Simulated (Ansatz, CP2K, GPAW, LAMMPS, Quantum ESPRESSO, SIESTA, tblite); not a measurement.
# SIESTA on free surface of aqueous Ca2+ and SO4 2-, 6.5 mol of salt per kg of water at 360 K (189 atoms): settings against a plane-wave reference, part 2 of 2

How do the settings of SIESTA change the result for free surface of aqueous Ca2+ and SO4 2-, 6.5 mol of salt per kg of water at 360 K (189 atoms)? A plane-wave run serves as the yardstick.

Program: SIESTA 5.4.2; the method stands at each step. Banners, paths, timers and routine set-up lines are dropped from the logs unmarked, and long logs keep their key lines alone; longer cuts are marked. The potentials were converted by us to PSML.

So far. Step 3 (PBE, SZ, shift 0.02 Ry, mesh 500 Ry): Against the first run (26 %), the force difference from the reference is 389 %, at 0.34 times the CPU time (on 1 against 4 cores). Step 4 (VdW-DF, PBE potentials, DZP, shift 0.01 Ry, mesh 500 Ry): Against the first run (26 %), the force difference from the reference is 26 %, at 5.1 times the CPU time; the model has changed, so this is no error of the program alone.

## 5. PBE, DZ, shift 0.01 Ry, mesh 500 Ry

Method: Kohn-Sham DFT, PBE, PseudoDojo 0.4.1 norm-conserving pseudopotentials (converted to PSML), numerical atomic orbitals (DZ), diagonalisation.

input.fdf

```
SystemLabel cell
NumberOfAtoms 189
NumberOfSpecies 4
%block ChemicalSpeciesLabel
  1 8 O
  2 16 S
  3 1 H
  4 20 Ca
%endblock ChemicalSpeciesLabel
LatticeConstant 1.0 Ang
%block LatticeVectors
  10.66860 0.00000 0.00000
  0.00000 10.66860 0.00000
  0.00000 0.00000 25.70910
%endblock LatticeVectors
PAO.BasisSize DZ
PAO.EnergyShift 0.01 Ry
XC.Functional GGA
XC.Authors PBE
MeshCutoff 500 Ry
%block kgrid_Monkhorst_Pack
  1 0 0 0.0
  0 1 0 0.0
  0 0 1 0.0
%endblock kgrid_Monkhorst_Pack
SolutionMethod diagon
OccupationFunction FD
ElectronicTemperature 580 K
SCF.Mixer.Method Pulay
SCF.Mixer.Weight 0.15
SCF.Mixer.History 8
SCF.Mix Hamiltonian
MaxSCFIterations 300
SCF.DM.Tolerance 1e-04
SCF.H.Tolerance 1.0e-3 eV
WriteForces T
Write.HirshfeldPop T
Write.VoronoiPop T
Write.DM F
Write.H F
XML.Write F
AtomicCoordinatesFormat Fractional
%block AtomicCoordinatesAndAtomicSpecies
[... 189 atom lines left out: the same atoms as in the first run ...]
%endblock AtomicCoordinatesAndAtomicSpecies
```

The run is started by

```console
$ OMP_NUM_THREADS=1 mpirun -np 2 siesta < input.fdf > output.txt
```

The log of the run:

```text
Version         : 5.4.2
reinit: System Name:
reinit: System Label: cell
initatom: Reading input for the pseudopotentials and atomic orbitals ----------
Species number:   1 Atomic number:    8 Label: O
Species number:   2 Atomic number:   16 Label: S
Species number:   3 Atomic number:    1 Label: H
Species number:   4 Atomic number:   20 Label: Ca
Ground state valence configuration (from tables):   2s02  2p04  3d00  4f00
Ground state valence configuration (from tables):   3s02  3p04  3d00  4f00
Ground state valence configuration (from tables):   1s01  2p00  3d00  4f00
Ground state valence configuration (from tables):   4s02  4p00  3d00  4f00
---- Processing specs for species: O
GGA--PBE XC_GGA_X_PBE--XC_GGA_C_PBE pb
---- Processing specs for species: S
[... lines left out ...]
stepf: Fermi-Dirac step function
        iscf     Eharris(eV)        E_KS(eV)     FreeEng(eV)     dDmax    Ef(eV) dHmax(eV)
[... lines left out ...]
SCF Convergence by DM+H criterion
[... lines left out ...]
SCF cycle converged after 12 iterations
[... lines left out ...]
   Max   14.136415
[... lines left out ...]
   Max   14.136415    constrained
Stress tensor Voigt[x,y,z,yz,xz,xy] (kbar):      -77.02      -73.10      -72.40       -2.10       -0.42       -0.71
[... lines left out ...]
siesta: FreeEng =    -43350.945593
[... lines left out ...]
siesta:         Fermi =      -4.062279
siesta: Stress tensor (static) (eV/Ang**3):
siesta:    -0.048071   -0.000444   -0.000263
siesta:    -0.000444   -0.045629   -0.001313
siesta:    -0.000263   -0.001313   -0.045188
siesta: Cell volume =       2926.184720 Ang**3
siesta: Pressure (static):
siesta:                Solid            Molecule  Units
siesta:           0.00050422          0.00027196  Ry/Bohr**3
siesta:           0.04629576          0.02496984  eV/Ang**3
siesta:          74.17398545         40.00609920  kBar
    Orbital volume contribution        =          29.874883 eV
    (Free)E + p_basis*V_orbitals       =      -43321.070710 eV
    (Free)Eharris+ p_basis*V_orbitals  =      -43321.070711 eV
siesta: Electric dipole (a.u.)  =   -0.000000    0.000000    1.477319
siesta: Electric dipole (Debye) =   -0.000000    0.000000    3.754969
Hirshfeld Atomic Populations:
Atom #   charge [q] valence [e]  Species
     1    -0.210425    6.210425  O
     2     0.744162    5.255838  S
     3    -0.253172    6.253172  O
     4    -0.214555    6.214555  O
[...]
7     0.738960    5.261040  S
[...]
12     0.730670    5.269330  S
[...]
32     0.071679    0.928321  H
    33     0.065363    0.934637  H
[...]
35     0.072665    0.927335  H
[...]
184     0.507513    9.492487  Ca
   185     0.552387    9.447613  Ca
   186     0.504359    9.495641  Ca
[...]
--------------------
 Total    -0.000020
Voronoi Atomic Populations:
Atom #   charge [q] valence [e]  Species
[...]
22     0.729224    5.270776  S
[...]
27     0.731000    5.269000  S
[...]
178    -0.227230    6.227230  O
[...]
181    -0.271935    6.271935  O
   182     0.185706    0.814294  H
   183     0.150952    0.849048  H
[...]
188     0.404326    9.595674  Ca
   189     0.386390    9.613610  Ca
--------------------
 Total    -0.000020
```

Run time: 88 s. Hardware: 2 MPI ranks of Arm Neoverse V1, shared host; peak memory 1.8 GiB.

Against the reference:

```yaml
r_m_s_force_component: 2.843 eV/Å
r_m_s_difference_of_force_components: 2179 meV/Å
longest_difference_of_force_vectors: 10710 meV/Å
force_difference_over_r_m_s_force: 223.3 %
slope_of_forces_against_the_reference_s: 2.252
correlation_of_force_components: 0.7728
spacing_of_highest_filled_and_lowest_empty_level: 4.044 eV
gap_difference: 0.0399 eV
```

This is a coarse setting, run to see what it loses.

Against the first run (26 %), the force difference from the reference is 223 %, at 0.50 times the CPU time (on 2 against 4 cores), with 888 basis functions against 1617: the smaller basis costs accuracy.

## 6. PBE, DZP, shift 0.01 Ry, mesh 100 Ry

Method: Kohn-Sham DFT, PBE, PseudoDojo 0.4.1 norm-conserving pseudopotentials (converted to PSML), numerical atomic orbitals (DZP), diagonalisation.

Changes to input.fdf since step 5:

```diff
@@ -15,3 +15,3 @@
 %endblock LatticeVectors
-PAO.BasisSize DZ
+PAO.BasisSize DZP
 PAO.EnergyShift 0.01 Ry
@@ -19,3 +19,3 @@
 XC.Authors PBE
-MeshCutoff 500 Ry
+MeshCutoff 100 Ry
 %block kgrid_Monkhorst_Pack
```

The log of the run:

```text
Version         : 5.4.2
reinit: System Name:
reinit: System Label: cell
initatom: Reading input for the pseudopotentials and atomic orbitals ----------
Species number:   1 Atomic number:    8 Label: O
Species number:   2 Atomic number:   16 Label: S
Species number:   3 Atomic number:    1 Label: H
Species number:   4 Atomic number:   20 Label: Ca
Ground state valence configuration (from tables):   2s02  2p04  3d00  4f00
Ground state valence configuration (from tables):   3s02  3p04  3d00  4f00
Ground state valence configuration (from tables):   1s01  2p00  3d00  4f00
Ground state valence configuration (from tables):   4s02  4p00  3d00  4f00
---- Processing specs for species: O
GGA--PBE XC_GGA_X_PBE--XC_GGA_C_PBE pb
---- Processing specs for species: S
[... lines left out ...]
stepf: Fermi-Dirac step function
        iscf     Eharris(eV)        E_KS(eV)     FreeEng(eV)     dDmax    Ef(eV) dHmax(eV)
[... lines left out ...]
SCF Convergence by DM+H criterion
[... lines left out ...]
SCF cycle converged after 11 iterations
[... lines left out ...]
   Max    6.475549
[... lines left out ...]
   Max    6.475549    constrained
Stress tensor Voigt[x,y,z,yz,xz,xy] (kbar):      -20.80      -14.90      -17.16       -5.47        0.75        0.47
[... lines left out ...]
siesta: FreeEng =    -43485.662454
[... lines left out ...]
siesta:         Fermi =      -3.388824
siesta: Stress tensor (static) (eV/Ang**3):
siesta:    -0.012981    0.000292    0.000469
siesta:     0.000292   -0.009301   -0.003416
siesta:     0.000469   -0.003416   -0.010713
siesta: Cell volume =       2926.184720 Ang**3
siesta: Pressure (static):
siesta:                Solid            Molecule  Units
siesta:           0.00011979          0.00004912  Ry/Bohr**3
siesta:           0.01099843          0.00450954  eV/Ang**3
siesta:          17.62142640          7.22508523  kBar
    Orbital volume contribution        =          49.358542 eV
    (Free)E + p_basis*V_orbitals       =      -43436.303912 eV
    (Free)Eharris+ p_basis*V_orbitals  =      -43436.303912 eV
siesta: Electric dipole (a.u.)  =   -0.000000    0.000000    0.660299
siesta: Electric dipole (Debye) =   -0.000000    0.000000    1.678312
Hirshfeld Atomic Populations:
Atom #   charge [q] valence [e]  Species
     1    -0.140053    6.140053  O
     2     0.470209    5.529791  S
     3    -0.188292    6.188292  O
     4    -0.146104    6.146104  O
[...]
7     0.457990    5.542010  S
[...]
12     0.455892    5.544108  S
[...]
32     0.059599    0.940401  H
    33     0.058036    0.941964  H
[...]
35     0.070546    0.929454  H
[...]
184     0.468046    9.531954  Ca
   185     0.515012    9.484988  Ca
   186     0.470666    9.529334  Ca
[...]
--------------------
 Total    -0.000027
Voronoi Atomic Populations:
Atom #   charge [q] valence [e]  Species
[...]
22     0.563653    5.436347  S
[...]
27     0.566882    5.433118  S
[...]
178    -0.148408    6.148408  O
[...]
181    -0.171302    6.171302  O
   182     0.125381    0.874619  H
   183     0.103624    0.896376  H
[...]
188     0.374886    9.625114  Ca
   189     0.352879    9.647121  Ca
--------------------
 Total    -0.000029
```

The job ended after 38 s (2 MPI ranks; peak memory 0.76 GiB).

Against the reference:

| Item | Value |
| --- | --- |
| r.m.s. force component | 1.073 eV/Å |
| r.m.s. difference of force components | 262.8 meV/Å |
| longest difference of force vectors | 1205 meV/Å |
| force difference over r.m.s. force | 26.93 % |
| slope of forces against the reference's | 1.069 |
| correlation of force components | 0.9716 |
| gap (highest filled to lowest empty level) | 4.437 eV |
| gap difference | 0.4327 eV |
| energy less the same-level run's | 2.952 meV/atom |
| r.m.s. force difference from the same-level run | 38.73 meV/Å |

This is a coarse setting, run to see what it loses.

Against the first run (26 %), the force difference from the reference is 27 %, at 0.22 times the CPU time (on 2 against 4 cores): the change moves forces by 39 meV/Å r.m.s., so most of the difference comes from elsewhere.

The forces add up to 0.56 eV/Å instead of zero, usually a sign of too coarse a grid.

## 7. The ladder

Differences are against the plane-wave reference, forces as r.m.s. over components; share is that over the reference's r.m.s. force, slope the least-squares factor from reference forces to these. Total energies of different programs have different zeros and aren't compared.

| run | Δ force, r.m.s. (meV/Å) | share (%) | slope | Δ gap (eV) | cores | CPU time | memory (GiB) |
| --- | --- | --- | --- | --- | --- | --- | --- |
| reference | - | - | - | - | 4 | 1.6 h | 11 |
| SIESTA PBE, DZP, shift 0.01 Ry, mesh 500 Ry | 256 | 26.3 | 1.066 | 0.432 | 4 | 5.9 min | 3.2 |
| SIESTA PBE, SZ, shift 0.02 Ry, mesh 500 Ry (coarse) | 3798 | 389 | 2.336 | -0.496 | 1 | 2 min | 1.2 |
| SIESTA vdW-DF, PBE potentials, DZP, shift 0.01 Ry, mesh 500 Ry | 256 | 26.3 | 1.121 | 0.459 | 4 | 30 min | 5.6 |
| SIESTA PBE, DZ, shift 0.01 Ry, mesh 500 Ry (coarse) | 2179 | 223 | 2.252 | 0.0399 | 2 | 2.9 min | 1.8 |
| SIESTA PBE, DZP, shift 0.01 Ry, mesh 100 Ry (coarse) | 263 | 26.9 | 1.069 | 0.433 | 2 | 76 s | 0.76 |

Rows marked coarse were listed beforehand as settings not expected to be converged; some can still land near the reference.

CPU time is summed over cores on a shared host, where runs went side by side, so it is rough. Symmetry, cutoffs, thresholds, outputs and thread counts weren't matched or tuned between programs; memory under MPI is the largest rank's times the ranks.

Within one program, basis, potentials and functional, energies share a zero. Each run against its twin at the usual cutoff or grid and solver:

| run | twin | Δ energy (meV/atom) | Δ force, r.m.s. (meV/Å) | CPU time over the twin's |
| --- | --- | --- | --- | --- |
| SIESTA PBE, DZP, shift 0.01 Ry, mesh 100 Ry | DZP, shift 0.01 Ry, mesh 500 Ry | 2.95 | 38.7 | 0.21 (this twin ran on 4 cores) |

## 8. Outcome

```
nearest in forces : a tie at 26 % of 2 runs: SIESTA PBE, DZP, shift 0.01 Ry, mesh 500 Ry; SIESTA vdW-DF, PBE potentials, DZP, shift 0.01 Ry, mesh 500 Ry
```

**Reading.** The PBE run in local orbitals, coarse settings apart, differs by 26 % (SIESTA PBE, DZP, shift 0.01 Ry, mesh 500 Ry); basis, grid and potentials can all enter. Rows with another functional or a dispersion term differ by 26 % (SIESTA vdW-DF, PBE potentials, DZP, shift 0.01 Ry, mesh 500 Ry), which mixes the change of model with differences of basis and potentials, some of them made for another functional. Runs with settings chosen to be coarse differ by 27 % (SIESTA PBE, DZP, shift 0.01 Ry, mesh 100 Ry) to 389 % (SIESTA PBE, SZ, shift 0.02 Ry, mesh 500 Ry), their programs' other errors included. Of the electronic-structure runs that take under half the reference's CPU time, SIESTA PBE, DZP, shift 0.01 Ry, mesh 500 Ry is among the nearest, at 26 % in 5.9 min against 1.6 h. At the same functional, gaps differ from the reference's 4.00 eV by between -0.50 and +0.43 eV. With short bonds to hydrogen, sets of potentials differ among themselves by several per cent in forces even at converged cutoffs, so the reference isn't exact here either. The network of contacts between molecules at the start is that of the classical potential that made the cell, and needn't be the one that DFT or experiment would give. The concentration wasn't checked against solubility and may exceed it. The reference's PBE has no dispersion term, which matters for the binding between molecules or layers. The electronic-structure runs sample only Γ, in a cell whose shortest periodic width is 11 Å.

[Also dropped from logs without a mark: logging warnings of Python, and SIESTA's first energy breakdown and zero terms.]

[Logs are printed without paths, hosts, clocks, repeated set-up lines and the standing remarks that a program may print on its own settings, such as how far it seeks lower states.]

[Hosts, paths, dates, database ids (printed as entryN), source tags and the programs' standing remarks are cut or masked in the printed files.]
